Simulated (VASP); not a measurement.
# Native point defects of ZnAu, part 2 of 6

Wanted: a map of the native defects of ZnAu, all in one supercell and at one level. The start is a cell from a database of measured crystal structures.

VASP 6.6.1, plane waves and PAW; the level of theory is named at each step.

So far. Step 2 (The host at zero pressure): The run ended after 3 ionic steps, 0.006 eV below its first step, once forces and stress met EDIFFG = -0.02.

## Step 3: The perfect supercell

Level of this step: PBEsol; plane waves and PAW (Au, Zn) (VASP).

System of this step: ZnAu. The cell holds 54 atoms: 27 Au and 27 Zn. Its edges and angles: a = 9.374 Å, b = 9.374 Å, c = 9.374 Å, α = 90.0°, β = 90.0°, γ = 90.0°. It derives from ZnAu.

The same cell, mesh and cutoff without the defect give the energy to subtract and, in a gapped host, the band edges to count from, so that most errors cancel.

The input, INCAR:

```
SYSTEM = ZnAu
PREC = Normal
ENCUT = 300
EDIFF = 1E-05
NELM = 120
ISMEAR = 1
SIGMA = 0.2
LREAL = Auto
ALGO = Fast
GGA = PS
NBANDS = 360
LASPH = .TRUE.
LORBIT = 11
LWAVE = .FALSE.
LCHARG = .FALSE.
KPAR = 4
NCORE = 2
```

The input, POSCAR:

```
ZnAu
1.0
    9.3744791451      0.0000000000      0.0000000000
    0.0000000000      9.3744791451      0.0000000000
    0.0000000000      0.0000000000      9.3744791451
Au Zn
27 27
Direct
    0.0000000000      0.0000000000      0.0000000000
    0.0000000000      0.0000000000      0.3333333333
    0.0000000000      0.0000000000      0.6666666667
    0.0000000000      0.3333333333      0.0000000000
    0.0000000000      0.3333333333      0.3333333333
    0.0000000000      0.3333333333      0.6666666667
    0.0000000000      0.6666666667      0.0000000000
    0.0000000000      0.6666666667      0.3333333333
    0.0000000000      0.6666666667      0.6666666667
    0.3333333333      0.0000000000      0.0000000000
    0.3333333333      0.0000000000      0.3333333333
    0.3333333333      0.0000000000      0.6666666667
    0.3333333333      0.3333333333      0.0000000000
    0.3333333333      0.3333333333      0.3333333333
    0.3333333333      0.3333333333      0.6666666667
    0.3333333333      0.6666666667      0.0000000000
    0.3333333333      0.6666666667      0.3333333333
    0.3333333333      0.6666666667      0.6666666667
    0.6666666667      0.0000000000      0.0000000000
    0.6666666667      0.0000000000      0.3333333333
    0.6666666667      0.0000000000      0.6666666667
    0.6666666667      0.3333333333      0.0000000000
    0.6666666667      0.3333333333      0.3333333333
    0.6666666667      0.3333333333      0.6666666667
    0.6666666667      0.6666666667      0.0000000000
    0.6666666667      0.6666666667      0.3333333333
    0.6666666667      0.6666666667      0.6666666667
    0.1666666667      0.1666666667      0.1666666667
    0.1666666667      0.1666666667      0.5000000000
    0.1666666667      0.1666666667      0.8333333333
    0.1666666667      0.5000000000      0.1666666667
    0.1666666667      0.5000000000      0.5000000000
    0.1666666667      0.5000000000      0.8333333333
    0.1666666667      0.8333333333      0.1666666667
    0.1666666667      0.8333333333      0.5000000000
    0.1666666667      0.8333333333      0.8333333333
    0.5000000000      0.1666666667      0.1666666667
    0.5000000000      0.1666666667      0.5000000000
    0.5000000000      0.1666666667      0.8333333333
    0.5000000000      0.5000000000      0.1666666667
    0.5000000000      0.5000000000      0.5000000000
    0.5000000000      0.5000000000      0.8333333333
    0.5000000000      0.8333333333      0.1666666667
    0.5000000000      0.8333333333      0.5000000000
    0.5000000000      0.8333333333      0.8333333333
    0.8333333333      0.1666666667      0.1666666667
    0.8333333333      0.1666666667      0.5000000000
    0.8333333333      0.1666666667      0.8333333333
    0.8333333333      0.5000000000      0.1666666667
    0.8333333333      0.5000000000      0.5000000000
    0.8333333333      0.5000000000      0.8333333333
    0.8333333333      0.8333333333      0.1666666667
    0.8333333333      0.8333333333      0.5000000000
    0.8333333333      0.8333333333      0.8333333333
```

The input, KPOINTS:

```
Automatic mesh
0
Monkhorst-Pack
3 3 3
0 0 0
```

Potentials, in the order of the species: Au and Zn (PBE family, release 64).

Command:

```sh
$ mpirun -np 8 vasp_std
```

What it wrote:

```text
[banner, memory and clock lines left out]
running    8 mpi-ranks, on    1 nodes
 distrk:  each k-point on    2 cores,    4 groups
 distr:  one band on    2 cores,    1 groups

 POSCAR found type information on POSCAR AuZn
 POSCAR found :  2 types and      54 ions
 [... a notice as in an earlier step ...]

 LDA part: xc-table for (Slater+PW92), standard interpolation
 POSCAR, INCAR and KPOINTS ok, starting setup
 FFT: planning ... GRIDC
 FFT: planning ... GRID_SOFT
 FFT: planning ... GRID
 WAVECAR not read
 entering main loop
       N       E                     dE             d eps       ncg     rms          rms(c)
DAV:   1     0.561344147117E+04    0.56134E+04   -0.18965E+05  2880   0.161E+03
DAV:   2     0.687635599833E+03   -0.49258E+04   -0.47196E+04  2880   0.458E+02
DAV:   3    -0.126348116280E+03   -0.81398E+03   -0.75684E+03  2920   0.164E+02
DAV:   4    -0.174915567433E+03   -0.48567E+02   -0.47105E+02  3136   0.454E+01
DAV:   5    -0.175956608553E+03   -0.10410E+01   -0.10339E+01  3056   0.566E+00    0.482E+01
RMM:   6    -0.161549536496E+03    0.14407E+02   -0.47759E+01  2920   0.144E+01    0.301E+01
RMM:   7    -0.160887174123E+03    0.66236E+00   -0.47733E+00  3100   0.338E+00    0.133E+01
RMM:   8    -0.160694120243E+03    0.19305E+00   -0.87512E-01  3007   0.171E+00    0.173E+00
RMM:   9    -0.160671787754E+03    0.22332E-01   -0.88993E-02  3175   0.657E-01    0.598E-01
RMM:  10    -0.160676341170E+03   -0.45534E-02   -0.79019E-02  3108   0.418E-01    0.831E-01
RMM:  11    -0.160671725013E+03    0.46162E-02   -0.16528E-02  3110   0.228E-01    0.181E-01
RMM:  12    -0.160671513537E+03    0.21148E-03   -0.27018E-03  3209   0.858E-02    0.488E-02
RMM:  13    -0.160671524626E+03   -0.11088E-04   -0.52477E-04  3289   0.495E-02    0.409E-02
RMM:  14    -0.160671521446E+03    0.31797E-05   -0.16417E-04  3130   0.339E-02    0.146E-02
RMM:  15    -0.160671521127E+03    0.31911E-06   -0.51401E-05  2330   0.145E-02
   1 F= -.16067152E+03 E0= -.16067642E+03  d E =0.146878E-01
```

Wall time 61 s (8 MPI ranks of AMD EPYC 7R43, shared host); peak memory 2.2 GiB; 7.9 min of CPU time.

OUTCAR, selected parts (step 3):

```text
  LATTYP: Found a simple cubic cell.
 ALAT       =     9.3744791451

The static configuration has the point symmetry O_h .

 Found      4 irreducible k-points:

   k-points           NKPTS =      4   k-points in BZ     NKDIM =      4   number of bands    NBANDS=    360

   dimension x,y,z NGX =    40 NGY =   40 NGZ =   40
   dimension x,y,z NGXF=    80 NGYF=   80 NGZF=   80

   ENCUT  =  300.0 eV  22.05 Ry    4.70 a.u.  13.24 13.24 13.24*2*pi/ulx,y,z

   NELECT =     621.0000    total number of electrons

 E-fermi :   7.2592

 k-point     1 :       0.0000    0.0000    0.0000
  band No.  band energies     occupation
    ...
    311       7.3020      0.64677
    312       7.3020      0.64677
    313       7.3022      0.64531
    314       7.3022      0.64531
    315       7.3022      0.64531
    316       9.1088     -0.00000
    317       9.1088     -0.00000
    318       9.1088     -0.00000
    319       9.1088     -0.00000
    320       9.1088     -0.00000
    ...

 k-point     2 :       0.3333    0.0000    0.0000
  band No.  band energies     occupation
    ...
    306       6.4227      2.00000
    307       7.0793      2.02261
    308       7.0793      2.02261
    309       7.0794      2.02252
    310       7.0794      2.02252
    311       7.7626     -0.00215
    312       7.7628     -0.00214
    313       7.7628     -0.00214
    314       7.7630     -0.00213
    315       8.0449     -0.00000
    ...

  Total        2.7389552      2.7389552      2.7389552      0.0000000     -0.0000000      0.0000000
  in kB        5.3266489      5.3266489      5.3266489      0.0000000     -0.0000000      0.0000000
  external PRESSURE =       5.3266489 kB  Pullay stress =       0.0000000 kB

  energy-cutoff  :      300.00
  volume of cell :      823.84
      direct lattice vectors                 reciprocal lattice vectors
     9.374479145  0.000000000  0.000000000     0.106672593  0.000000000  0.000000000
     0.000000000  9.374479145  0.000000000     0.000000000  0.106672593  0.000000000
     0.000000000  0.000000000  9.374479145     0.000000000  0.000000000  0.106672593

 POSITION                                       TOTAL-FORCE (eV/Angst)
 -----------------------------------------------------------------------------------
      0.00000      0.00000      0.00000         0.000000     -0.000000      0.000000
      0.00000      0.00000      3.12483         0.000000      0.000000      0.000000
      0.00000      0.00000      6.24965         0.000000     -0.000000      0.000000
      0.00000      3.12483      0.00000         0.000000      0.000000      0.000000
      0.00000      3.12483      3.12483         0.000000     -0.000000      0.000000
      0.00000      3.12483      6.24965         0.000000     -0.000000     -0.000000
      0.00000      6.24965      0.00000         0.000000     -0.000000     -0.000000
      0.00000      6.24965      3.12483         0.000000     -0.000000      0.000000
      0.00000      6.24965      6.24965         0.000000     -0.000000     -0.000000
      3.12483      0.00000      0.00000        -0.000000      0.000000      0.000000
      3.12483      0.00000      3.12483         0.000000      0.000000     -0.000000
      3.12483      0.00000      6.24965         0.000000      0.000000      0.000000
      3.12483      3.12483      0.00000        -0.000000      0.000000      0.000000
      3.12483      3.12483      3.12483         0.000000      0.000000      0.000000
      3.12483      3.12483      6.24965         0.000000     -0.000000      0.000000
      3.12483      6.24965      0.00000        -0.000000     -0.000000      0.000000
      3.12483      6.24965      3.12483         0.000000     -0.000000      0.000000
      3.12483      6.24965      6.24965         0.000000     -0.000000      0.000000
      6.24965      0.00000      0.00000         0.000000      0.000000      0.000000
      6.24965      0.00000      3.12483         0.000000      0.000000     -0.000000
      6.24965      0.00000      6.24965         0.000000      0.000000      0.000000
      6.24965      3.12483      0.00000         0.000000     -0.000000      0.000000
      6.24965      3.12483      3.12483         0.000000     -0.000000     -0.000000
      6.24965      3.12483      6.24965        -0.000000     -0.000000      0.000000
      6.24965      6.24965      0.00000         0.000000      0.000000     -0.000000
      6.24965      6.24965      3.12483         0.000000      0.000000      0.000000
      6.24965      6.24965      6.24965         0.000000     -0.000000     -0.000000
      1.56241      1.56241      1.56241         0.000000      0.000000      0.000000
      1.56241      1.56241      4.68724        -0.000000     -0.000000      0.000000
      1.56241      1.56241      7.81207         0.000000     -0.000000     -0.000000
      1.56241      4.68724      1.56241         0.000000     -0.000000     -0.000000
      1.56241      4.68724      4.68724         0.000000      0.000000     -0.000000
      1.56241      4.68724      7.81207         0.000000     -0.000000      0.000000
      1.56241      7.81207      1.56241         0.000000      0.000000     -0.000000
      1.56241      7.81207      4.68724         0.000000     -0.000000     -0.000000
      1.56241      7.81207      7.81207         0.000000     -0.000000      0.000000
      4.68724      1.56241      1.56241        -0.000000     -0.000000     -0.000000
      4.68724      1.56241      4.68724        -0.000000     -0.000000     -0.000000
[...]
-----------------------------------------------------------------------------------
    total drift:                               -0.000000     -0.000000     -0.000000

  FREE ENERGIE OF THE ION-ELECTRON SYSTEM (eV)
  ---------------------------------------------------
  free  energy   TOTEN  =      -160.6715211271 eV

  energy  without entropy=     -160.6862089692  energy(sigma->0) =     -160.67641707

 total charge
# of ion       s       p       d       tot
------------------------------------------
    1        0.624   0.410   8.697   9.731
    2        0.624   0.410   8.697   9.731
    3        0.624   0.410   8.697   9.731
    4        0.624   0.410   8.697   9.731
    5        0.624   0.410   8.697   9.731
    6        0.624   0.410   8.697   9.731
    7        0.624   0.410   8.697   9.731
    8        0.624   0.410   8.697   9.731
    9        0.624   0.410   8.697   9.731
   10        0.624   0.410   8.697   9.731
   11        0.624   0.410   8.697   9.731
   12        0.624   0.410   8.697   9.731
   13        0.624   0.410   8.697   9.731
   14        0.624   0.410   8.697   9.731
   15        0.624   0.410   8.697   9.731
   16        0.624   0.410   8.697   9.731
   17        0.624   0.410   8.697   9.731
   18        0.624   0.410   8.697   9.731
   19        0.624   0.410   8.697   9.731
   20        0.624   0.410   8.697   9.731
   21        0.624   0.410   8.697   9.731
   22        0.624   0.410   8.697   9.731
   23        0.624   0.410   8.697   9.731
   24        0.624   0.410   8.697   9.731
   25        0.624   0.410   8.697   9.731
   26        0.624   0.410   8.697   9.731
   27        0.624   0.410   8.697   9.731
   28        0.534   0.468   9.763  10.765
   29        0.534   0.468   9.763  10.765
   30        0.534   0.468   9.763  10.765
   31        0.534   0.468   9.763  10.765
   32        0.534   0.468   9.763  10.765
   33        0.534   0.468   9.763  10.765
   34        0.534   0.468   9.763  10.765
   35        0.534   0.468   9.763  10.765
   36        0.534   0.468   9.763  10.765
   37        0.534   0.468   9.763  10.765
[...]
--------------------------------------------------
tot         31.260  23.689 498.420 553.369

[... 1 part as in an earlier step ...]

[... 5 further parts left out ...]
```

The k-mesh is coarse for a metal.

Numbers from this step:

```yaml
electronic_cycles: 15
electrons: 621
free_energy_toten: -160.6715 eV
energy_at_zero_smearing: -160.6764 eV
fermi_energy: 7.259 eV
```

The host is treated as a metal, as its relaxation found a gap under 0.3 eV or none, and only the neutral defect is run.

(Continued in part 3 of 6.)

[Lines on the potential files, build, host, timing and source positions are cut from VASP's logs without a mark.]

[Logs are printed without paths, hosts, clocks, repeated set-up lines and the standing remarks that a program may print on its own settings, such as how far it seeks lower states.]

[Hosts, paths, dates, database ids (printed as entryN), source tags and the programs' standing remarks are cut or masked in the printed files.]

[In band tables of VASP the shares of atoms and orbitals are scaled to a sum of 1 inside the atoms' spheres.]

[Runs that stopped without an error message from VASP are left out.]
